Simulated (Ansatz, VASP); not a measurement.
**Si2W in VASP and in Ansatz**

INCAR

```
SYSTEM = Si2W
PREC     = Accurate       ! precision mode
ENCUT    = 600            ! plane-wave cutoff, eV
EDIFF    = 1E-7           ! SCF threshold, eV
ISMEAR   = 0              ! smearing method
SIGMA    = 0.1            ! smearing width, eV
LREAL    = .False.        ! projectors in reciprocal space
LASPH    = .True.         ! aspherical terms in the spheres
NELM     = 60             ! most SCF steps
ALGO     = Normal         ! electronic algorithm
ISIF     = 3              ! what is computed and relaxed
LWAVE    = .False.        ! write WAVECAR
LCHARG   = .False.        ! write CHGCAR
GGA      = PE             ! functional
IBRION   = 2              ! ionic algorithm
NSW      = 90             ! ionic steps
EDIFFG   = -0.04          ! ionic threshold
```

The input KPOINTS:

```
Automatic mesh
0
Gamma
  6 6 6
  0 0 0
```

The input POSCAR:

```
Si2W
1.0
    0.0000000000      2.8045965900      2.8045965900
    2.8045965900      0.0000000000      2.8045965900
    2.8045965900      2.8045965900      0.0000000000
Si W
2 1
Direct
    0.2500000000      0.2500000000      0.2500000000
    0.7500000000      0.7500000000      0.7500000000
    0.0000000000      0.0000000000      0.0000000000
```

Input for Ansatz:

```yaml
crystal:
  lattice:
    - [0.0, 2.80459659, 2.80459659]
    - [2.80459659, 0.0, 2.80459659]
    - [2.80459659, 2.80459659, 0.0]
  atoms:
    - { symbol: Si, position: [0.25, 0.25, 0.25] }
    - { symbol: Si, position: [0.75, 0.75, 0.75] }
    - { symbol: W, position: [0.0, 0.0, 0.0] }
basis:
  ecutwfc: 420
kpoints:
  mp_grid: { grid: [6, 6, 6] }
hamiltonian:
  xc: pbe
scf:
  occupations: { method: gaussian, width: 0.1 }
  lower_state_search: "off"
output:
  forces: true
  stress: true
  eigenvalues: true
relax:
  adjacent_minimum: "off"
  f_tol: 0.04
  max_steps: 70
  cell: { stress_tol: 0.4 }
```

Alike in both runs: task relaxation of cell and atoms; functional PBE; k mesh 6 × 6 × 6; occupations gaussian, width 0.1 eV; no spin polarisation.

|  | VASP | Ansatz |
| --- | --- | --- |
| version | VASP 6.6.1 | Ansatz 0.2.0 |
| potentials or method | VASP PAW PBE potentials, release 64 (Si, W_sv) | scalar-relativistic, plane waves, PAW |
| plane-wave cutoff (eV) | 600 | 420 |
| valence electrons in the cell | 22 | 22 |

|  | VASP | Ansatz | Ansatz less VASP |
| --- | --- | --- | --- |
| gap on the k mesh at the Fermi level, each at its own relaxed structure (eV) | none | none | - |
| relaxed volume (Å³/atom) | 17.11 | 17.06 | -0.044 |
| relaxed cell length with the largest relative difference (Å) | 4.171 | 4.168 | -0.0036 |
| energy change over the relaxation (meV/atom) | -186 | -185 | +1.4 |

A gap of «none» marks a metal or a gap that the smearing closes.

Caveats: the volume moved by over 15 % at a fixed basis, so the end points are rough (VASP). The runs have no spin-orbit coupling, so splittings on W are missing.
